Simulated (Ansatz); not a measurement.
**Step by step: Be, relaxation of cell and atoms**

These are results of DFT, PBE, PAW with Ansatz's default frozen-core files, scalar-relativistic in Ansatz 0.2.0, not measurements.

Command: `ansatz run input.yaml --threads 1 --pin off --max-ram 2048MiB --backend cpu --events-out ev --progress --plain --runs-dir out` The run took 6.3 s on 1 thread of Arm Neoverse N1, with other jobs on the host.

```yaml
crystal:
  lattice:
    - [0.0, 2.5013484645, 2.5013484645]
    - [2.5013484645, 0.0, 2.5013484645]
    - [2.5013484645, 2.5013484645, 0.0]
  atoms:
    - { symbol: Be, position: [0.0, 0.0, 0.0] }
    - { symbol: Be, position: [0.25, 0.25, 0.25] }
kpoints:
  mp_grid: { grid: [13, 13, 13] }
scf:
  occupations: { method: fermi_dirac, width: 0.08 }
hamiltonian:
  xc: pbe
  pseudopotentials: { kind: paw }
output:
  forces: true
  stress: true
relax:
  f_tol: 0.005
  max_steps: 80
  cell: {}
```

The cell is built from the diamond type as a first guess.

The cutoff is 420 eV; energies and pressures of the walk include the program's estimate of the Pulay term.

Each frame lists the cell vectors (Å), then Cartesian positions (Å); symmetry keeps all forces zero. Free energies count from the first step, -182.2508 eV.

The walk took 5 evaluations in all; steps that aren't listed are left out.

Step 1: E = 0.0 meV, P = -2.53 GPa

```
cell 0.0000 2.5013 2.5013 2.5013 0.0000 2.5013 2.5013 2.5013 0.0000
Be    0.0000    0.0000    0.0000
Be    1.2507    1.2507    1.2507
```

Step 2:

```
cell 0.0000 2.4660 2.4660 2.4660 0.0000 2.4660 2.4660 2.4660 0.0000
Be    0.0000    0.0000    0.0000
Be    1.2330    1.2330    1.2330
```

Q: Give the energy, pressure of step 2.

A: E = -14.4 meV, P = -0.91 GPa
```
Be    0.0000    0.0000    0.0000
Be    1.2330    1.2330    1.2330
```

Q: How does the relaxation end?

A: It converges, with a = 4.897 Å, b = 4.897 Å, c = 4.897 Å, α = 90.00°, β = 90.00°, γ = 90.00° (conventional cell, space group Fd-3m). The last solve (on a basis chosen afresh for the final cell, so its energy is not quite comparable) gives E = -16.2 meV, P = -0.01 GPa:
```
cell 0.0000 2.4485 2.4485 2.4485 0.0000 2.4485 2.4485 2.4485 0.0000
Be    0.0000    0.0000    0.0000
Be    1.2242    1.2242    1.2242
```
